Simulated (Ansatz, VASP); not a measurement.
# InGa7P8 (random alloy of the zinc-blende GaP-InP line, x = 0.125): VASP beside Ansatz, part 2 of 2

Aim: how closely do two programs agree when they are given the same cell, functional and k mesh? Of the first pair: The structure shown is the start of the Ansatz relaxation below; VASP solves that cell, so the two are compared at the walk's first step.

VASP 6.6.1 and Ansatz 0.2.0.

So far: The structure; Ansatz: relaxation, PBE.

**3. VASP: single point, PBE, start cell, pair 1**

Level of this step: PBE; plane waves and PAW (Ga_d, P, In_d) (VASP).

The same cell, functional, mesh and smearing now go to VASP, with its own data sets.

Lines of VASP's logs that name or quote its potential files are left out, and so is its time.

File INCAR:

```
SYSTEM = InGa7P8
PREC = Accurate
ENCUT = 400
EDIFF = 1E-06
NELM = 120
ISMEAR = -1
SIGMA = 0.025
LREAL = Auto
ALGO = Normal
GGA = PE
NBANDS = 336
LORBIT = 11
LWAVE = .FALSE.
LCHARG = .FALSE.
ISIF = 2
LASPH = .TRUE.
GGA_COMPAT = .FALSE.
EFERMI = MIDGAP
NCORE = 2
```

File POSCAR:

```
InGa7P8
1.0
   11.1325000000      0.0000000000      0.0000000000
    0.0000000000     11.1325000000      0.0000000000
    0.0000000000      0.0000000000     11.1325000000
Ga P In
28 32 4
Direct
    0.0029193802      0.9989041096      0.9990478329
    0.0031259825      0.2486323827      0.2505726477
    0.2494228610      0.9993083315      0.2520368291
    0.2500785987      0.2510487312      0.9980238042
    0.0016168875      0.9987693690      0.4997799236
    0.9987603863      0.2492881204      0.7487716146
    0.2479856277      0.0004221873      0.7529845048
    0.2486593308      0.2530428924      0.5000943184
    0.0002155850      0.5011093645      0.0005389625
    0.9996227263      0.7510532225      0.2515068493
    0.2520278464      0.7527329890      0.0039344262
    0.0002874467      0.5015674826      0.5005704020
    0.0004132046      0.7513676173      0.7495980238
    0.2521536043      0.7503256232      0.4993307882
    0.4993757018      0.0000808444      0.9988861442
    0.5007231080      0.2510666966      0.2480305412
    0.7495171794      0.0000628790      0.2475275095
    0.7506310353      0.2476442848      0.9999281383
    0.4999595778      0.9986076802      0.5022860993
    0.7477924994      0.0009880979      0.7514215136
    0.5009476757      0.5002470245      0.0001437233
    0.4994385807      0.7456276667      0.2518661576
    0.7497507298      0.4997889064      0.2500336852
    0.7504513811      0.7494722659      0.0008892881
    0.5039389176      0.4965910622      0.4988367393
    0.5000763530      0.7495890411      0.7523916461
    0.7477116551      0.5005614193      0.7509005165
    0.7510083090      0.7504334157      0.5004985403
    0.1230720862      0.1265483943      0.1208713227
    0.1245542331      0.3776330564      0.3713002470
    0.3730159443      0.1246889737      0.3734201662
    0.3770581630      0.3766180103      0.1259016393
    0.1233236021      0.1245183023      0.6259510442
    0.1234763081      0.3737884572      0.8749786661
    0.3763305637      0.1246620256      0.8734066921
    0.3738603189      0.3753424658      0.6287716146
    0.1243655962      0.6229508197      0.1243655962
    0.1266741523      0.8755086459      0.3765910622
    0.3744621603      0.6258791826      0.3748573995
    0.3724859645      0.8724096115      0.1240871323
    0.1213743544      0.6244509320      0.6264900067
    0.1246440602      0.8753379744      0.8757421963
    0.3756838087      0.6252234449      0.8770267236
    0.3738513362      0.8757601617      0.6251426005
    0.6262474736      0.1242039075      0.1272041320
    0.6253042892      0.3763305637      0.3732944083
    0.8755715248      0.1265214462      0.3734560970
    0.8721041994      0.3770132495      0.1257309679
    0.6285290815      0.1216618010      0.6272176061
    0.6265528857      0.3746687626      0.8739187065
    0.8738827757      0.1259375702      0.8729395913
    0.8748169773      0.3765641141      0.6263462834
    0.6261127330      0.6254210645      0.1262339996
    0.6289333034      0.8757871098      0.3748214687
    0.8729755221      0.6240736582      0.3732135639
    0.8746912194      0.8767662250      0.1253806423
    0.6266157647      0.6295441276      0.6245497417
    0.6244778801      0.8762182798      0.8744307209
    0.8773231529      0.6248012576      0.8738917584
    0.8748708736      0.8770806198      0.6256635976
    0.2486413654      0.5022501684      0.2509229733
    0.2503570627      0.5002110936      0.7487985628
    0.5029238715      0.2506085785      0.7478463957
    0.7514394790      0.2500785987      0.4996631484
```

File KPOINTS:

```
Automatic mesh
0
Gamma
1 1 1
0 0 0
```

Potentials, in the order of the species: Ga_d, P and In_d (PBE family, release 64).

Command:

```
mpirun -np 8 vasp_gam
```

Numbers of over 12 decimals in the logs are rounded to 6 here.

The log of the run:

```text
[banner, memory and clock lines left out]
running    8 mpi-ranks, on    1 nodes
[...]
LDA part: xc-table for (Slater+PW92), standard interpolation
 POSCAR, INCAR and KPOINTS ok, starting setup
[...]
entering main loop
       N       E                     dE             d eps       ncg     rms          rms(c)
DAV:   1     0.929319330875E+04    0.92932E+04   -0.20147E+05   728   0.248E+03
DAV:   2     0.224844921323E+04   -0.70447E+04   -0.68136E+04   672   0.712E+02
DAV:   3     0.450075209208E+02   -0.22034E+04   -0.20741E+04   832   0.262E+02
DAV:   4    -0.264522234219E+03   -0.30953E+03   -0.29576E+03   808   0.958E+01
[...]
DAV:  18    -0.281960052758E+03    0.64578E-05   -0.17949E-04   856   0.175E-01    0.887E-02
DAV:  19    -0.281960057327E+03   -0.45682E-05   -0.61545E-05   816   0.227E-02    0.776E-02
DAV:  20    -0.281960057748E+03   -0.42179E-06   -0.46682E-06   568   0.656E-03
   1 F= -.28196006E+03 E0= -.28196006E+03  d E =-.324610E-10
```

Parts of OUTCAR (step 3):

```text
  Total        3.9056999      3.8373578      3.4402972      0.1361082      0.9698991     -0.4557312
  in kB        4.5355644      4.4562010      3.9951071      0.1580581      1.1263129     -0.5292260
  external PRESSURE =       4.3289575 kB  Pullay stress =       0.0000000 kB

 POSITION                                       TOTAL-FORCE (eV/Angst)
 -----------------------------------------------------------------------------------
      0.03250     11.12030     11.12190        -0.479377      0.170930     -0.040496
      0.03480      2.76790      2.78950        -0.411721      0.162448     -0.257762
      2.77670     11.12480      2.80580        -0.115896      0.111575     -0.446143
      2.78400      2.79480     11.11050         0.142040     -0.055991      0.093838
      0.01800     11.11880      5.56380        -0.242538      0.186601     -0.026633
     11.11870      2.77520      8.33570        -0.015279      0.119694      0.104438
      2.76070      0.00470      8.38260         0.119137      0.004790     -0.209953
      2.76820      2.81700      5.56730        -0.036110     -0.183517     -0.056579
      0.00240      5.57860      0.00600        -0.188388     -0.213836     -0.069518
     11.12830      8.36110      2.79990        -0.007388     -0.059132     -0.165334
      2.80570      8.37980      0.04380        -0.413687     -0.421624     -0.417453
      0.00320      5.58370      5.57260        -0.242752     -0.110390     -0.132959
      0.00460      8.36460      8.34490        -0.189951      0.065532      0.016598
      2.80710      8.35300      5.55880        -0.230903     -0.060614      0.254589
[...]
-----------------------------------------------------------------------------------
    total drift:                                0.001062     -0.001333      0.000747

  FREE ENERGIE OF THE ION-ELECTRON SYSTEM (eV)
  ---------------------------------------------------
  free  energy   TOTEN  =      -281.9600577483 eV

  energy  without entropy=     -281.9600577483  energy(sigma->0) =     -281.96005775

[... 2 further parts left out ...]
```

The run ends at a pressure of 0.43 GPa, with forces up to 2.6 eV/Å.

**4. Differences**

Known differences besides the potentials themselves: the cutoff is 420 eV in Ansatz and 400 eV in VASP (PREC = Accurate, projectors in real space). Total energies have different zeros and are not compared.

Forces on 7 of the 64 atoms, those with the largest forces and the largest differences (eV/Å; atoms numbered as in POSCAR):

| atom | Ansatz x, y, z | VASP x, y, z |
| --- | --- | --- |
| P30 | -1.045, -1.232, 1.542 | -1.037, -1.225, 1.534 |
| P36 | 0.356, -0.141, -2.549 | 0.354, -0.138, -2.534 |
| P37 | -0.977, 1.437, -0.951 | -0.969, 1.428, -0.944 |
| P39 | 1.108, 0.638, 1.238 | 1.102, 0.634, 1.231 |
| P41 | -0.429, 1.143, -1.156 | -0.425, 1.137, -1.152 |
| P47 | 1.071, -1.216, -0.922 | 1.064, -1.208, -0.916 |
| P50 | 0.804, 0.967, 1.184 | 0.798, 0.962, 1.176 |

The forces differ by 3.1 meV/Å r.m.s., which is 0.6 % of the r.m.s. force of 0.508 eV/Å (both taken over all components). VASP's last cycles still show a density residual of 8e-03, so its state may not be settled.

**5. Ansatz: relaxation, PBE**

This run makes the geometry at which the two programs are then compared. The cell compared in this pair holds 1382.19 Å³, against 1379.68 Å³ for the pair before.

The structure compared here is the end of the Ansatz relaxation.

This is the run of step 2 again, met here at its other cell.

**6. VASP: single point, PBE, relaxed cell, pair 2**

The same cell, functional, mesh and smearing now go to VASP, with its own data sets.

Changes to INCAR since step 3:

```diff
@@ -2,3 +2,3 @@
 PREC = Accurate
-ENCUT = 400
+ENCUT = 500
 EDIFF = 1E-06
```

File POSCAR:

```
InGa7P8
1.0
   11.1340240000      0.0017330000      0.0008290000
    0.0017330000     11.1430400000      0.0000070000
    0.0008290000      0.0000070000     11.1406600000
Ga P In
28 32 4
Direct
    0.9997500000      0.9999800000      0.9998300000
    0.9997400000      0.2474800000      0.2486300000
    0.2502200000      0.9999600000      0.2502200000
    0.2480900000      0.2453200000      0.0023500000
    0.0022700000      0.9979600000      0.4997100000
    0.0000400000      0.2483000000      0.7529000000
    0.2476900000      0.9979800000      0.7504500000
    0.2479300000      0.2460800000      0.4976500000
    0.9963500000      0.5003200000      0.0005900000
    0.9980800000      0.7521200000      0.2494000000
    0.2500900000      0.7541900000      0.0002400000
    0.9977500000      0.5024600000      0.5002900000
    0.9983000000      0.7525300000      0.7494800000
    0.2501000000      0.7549000000      0.5000000000
    0.4998600000      0.9979800000      0.0024200000
    0.5001900000      0.2482900000      0.2472400000
    0.7504300000      0.9980100000      0.2477600000
    0.7523200000      0.2504800000      0.0022100000
    0.4983900000      0.9958100000      0.4982600000
    0.7518000000      0.9958800000      0.7519300000
    0.5047900000      0.5026500000      0.0021600000
    0.5023900000      0.7528500000      0.2504200000
    0.7499200000      0.5025400000      0.2480800000
    0.7503900000      0.7507700000      0.0001600000
    0.5020200000      0.5048900000      0.4972600000
    0.5022200000      0.7521200000      0.7508400000
    0.7527900000      0.5049700000      0.7526800000
    0.7502700000      0.7502600000      0.5000200000
    0.1246500000      0.1233200000      0.1262400000
    0.1164700000      0.3681900000      0.3810900000
    0.3755000000      0.1239500000      0.3738600000
    0.3812200000      0.3683600000      0.1165200000
    0.1248200000      0.1241600000      0.6261400000
    0.1193000000      0.3682600000      0.8835500000
    0.3674500000      0.1165400000      0.8819200000
    0.3752300000      0.3754100000      0.6099100000
    0.1183100000      0.6321300000      0.1181800000
    0.1258600000      0.8751700000      0.3735900000
    0.3807400000      0.6348700000      0.3805100000
    0.3751200000      0.8751800000      0.1272000000
    0.1183600000      0.6343000000      0.6176700000
    0.1237100000      0.8750500000      0.8743000000
    0.3821200000      0.6321000000      0.8822600000
    0.3743000000      0.8751900000      0.6266400000
    0.6262800000      0.1241100000      0.1246900000
    0.6189400000      0.3822400000      0.3666000000
    0.8817200000      0.1164900000      0.3675800000
    0.8752000000      0.3752100000      0.1273500000
    0.6260300000      0.1099900000      0.6246400000
    0.6334700000      0.3823400000      0.8810800000
    0.8738700000      0.1240500000      0.8753000000
    0.8812900000      0.3823000000      0.6335900000
    0.6264000000      0.6279900000      0.1261100000
    0.6266000000      0.8752800000      0.3742400000
    0.8740600000      0.6255300000      0.3739400000
    0.8744100000      0.8752600000      0.1236900000
    0.6262200000      0.6255600000      0.6261600000
    0.6259100000      0.8751800000      0.8766100000
    0.8758400000      0.6279600000      0.8755800000
    0.8752300000      0.8752300000      0.6245200000
    0.2500300000      0.4999600000      0.2500900000
    0.2482200000      0.5021100000      0.7501300000
    0.5000400000      0.2486500000      0.7520500000
    0.7521300000      0.2506800000      0.4981300000
```

KPOINTS is that of step 3.

Command:

```
mpirun -np 8 vasp_gam
```

The log of the run:

```text
[... set-up lines as in an earlier step ...]
 entering main loop
       N       E                     dE             d eps       ncg     rms          rms(c)
DAV:   1     0.102898262548E+05    0.10290E+05   -0.22755E+05   720   0.281E+03
DAV:   2     0.255276203504E+04   -0.77371E+04   -0.74618E+04   672   0.816E+02
DAV:   3     0.115365559914E+03   -0.24374E+04   -0.22879E+04   816   0.292E+02
DAV:   4    -0.255453585900E+03   -0.37082E+03   -0.34671E+03   776   0.106E+02
[...]
DAV:  17    -0.283937207880E+03   -0.13873E-05   -0.10438E-05   608   0.344E-02    0.564E-03
DAV:  18    -0.283937209211E+03   -0.13312E-05   -0.68179E-06   648   0.161E-02    0.312E-03
DAV:  19    -0.283937209407E+03   -0.19569E-06   -0.53198E-06   552   0.838E-03
   1 F= -.28393721E+03 E0= -.28393721E+03  d E =-.365477E-10
```

OUTCAR, selected parts (step 6):

```text
  Total       -0.2548851     -0.3204625     -0.2524956     -0.0161067     -0.0042486      0.0008105
  in kB       -0.2954530     -0.3714677     -0.2926831     -0.0186703     -0.0049249      0.0009396
  external PRESSURE =      -0.3198679 kB  Pullay stress =       0.0000000 kB

 POSITION                                       TOTAL-FORCE (eV/Angst)
 -----------------------------------------------------------------------------------
     11.13380     11.14456     11.13960         0.001887      0.001443      0.002182
     11.13176      2.75941      2.77073         0.000623     -0.000916      0.001336
      2.78790     11.14303      2.78783         0.000376      0.001140     -0.002933
      2.76267      2.73404      0.02639        -0.001592     -0.001493     -0.000528
      0.02742     11.12032      5.56711        -0.000210      0.002012     -0.001470
      0.00150      2.76682      8.38780         0.000777      0.002125      0.000189
      2.76014     11.12097      8.36072         0.001563     -0.000465      0.001019
      2.76130      2.74251      5.54436        -0.000695      0.003806      0.000257
     11.09425      5.57681      0.00740        -0.001232      0.000222     -0.001626
     11.11416      8.38263      2.77931        -0.000389     -0.000209     -0.003160
      2.78582      8.40440      0.00289         0.000005     -0.000463     -0.001802
     11.11026      5.60066      5.57439         0.000922     -0.001139      0.003392
     11.11702      8.38721      8.35053        -0.001492     -0.002858     -0.000713
      2.78634      8.41232      5.57054        -0.000654     -0.003223      0.000674
[...]
-----------------------------------------------------------------------------------
    total drift:                               -0.010599     -0.009965      0.003005

  FREE ENERGIE OF THE ION-ELECTRON SYSTEM (eV)
  ---------------------------------------------------
  free  energy   TOTEN  =      -283.9372094066 eV

  energy  without entropy=     -283.9372094066  energy(sigma->0) =     -283.93720941

[... 1 part as in an earlier step ...]

[... 1 further part left out ...]
```

The run ends at a pressure of -0.03 GPa, with forces up to 0.011 eV/Å.

**7. Differences**

What differs besides the data sets and the points named for the pairs above, as far as they apply: the cutoff is 420 eV in Ansatz and 500 eV in VASP (PREC = Accurate, projectors in real space). Total energies have different zeros and are not compared.

Both answers:

| quantity | Ansatz | VASP | difference |
| --- | --- | --- | --- |
| pressure (GPa) | 0.00 | -0.03 | +0.03 |
| gap on the k mesh (eV) | 1.279 | 1.275 | +0.004 |

The largest component of a force difference here is 9 meV/Å. A gap on the mesh is an upper bound, since the band edges may lie between its points.

**8. Outcome**

```
r.m.s. force difference (single point, PBE, start cell, pair 1)           : 0.62 % of the r.m.s. force
difference in gap on the k mesh (single point, PBE, relaxed cell, pair 2) : 0.0040 eV
```

**Reading.** The r.m.s. force difference is 0.62 % of the r.m.s. force (single point, PBE, start cell, pair 1), within the 3 % picked in this series as the mark of a large difference. Such differences can come from data sets, numerical settings and the points named under the comparisons, not from the functional's error against experiment.

[Lines on the potential files, build, host, timing and source positions are cut from VASP's logs without a mark.]

[Logs are printed without paths, hosts, clocks, repeated set-up lines and the standing remarks that a program may print on its own settings, such as how far it seeks lower states.]

[Hosts, paths, dates, database ids (printed as entryN), source tags and the programs' standing remarks are cut or masked in the printed files.]
